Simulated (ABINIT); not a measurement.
Crystal: Ag.

```
CELL_PARAMETERS angstrom
0.00000 2.04275 2.04275
2.04275 0.00000 2.04275
2.04275 2.04275 0.00000
ATOMIC_POSITIONS crystal
Ag 0.00000 0.00000 0.00000
```

Program: ABINIT 10.8.3 (patched build). Alike in all runs: task band structure; potentials or basis JTH PAW PBE v2.0; cell as given; k mesh 11 × 11 × 11; smearing fermi-dirac 0.05 eV.

Q: Order these runs on this cell by their pressure, lowest first.
A. level RPBE; spin off; cutoff (eV) 544; fine-grid cutoff 1088.46 eV
B. level PBE; spin SOC, no magnetisation; cutoff (eV) 463; fine-grid cutoff 925.187 eV
C. level LDA; spin off; cutoff (eV) 544; fine-grid cutoff 1088.46 eV
D. level AM05; spin off; cutoff (eV) 544; fine-grid cutoff 1088.46 eV
E. level SCAN; spin off; cutoff (eV) 544; fine-grid cutoff 1088.46 eV

A: C (-7.4 GPa), D (-2.6 GPa), E (-0.9 GPa), B (4.4 GPa), A (8.7 GPa).

Caveats: the PAW data sets were made with another functional, which shifts forces and pressure a little (some runs).
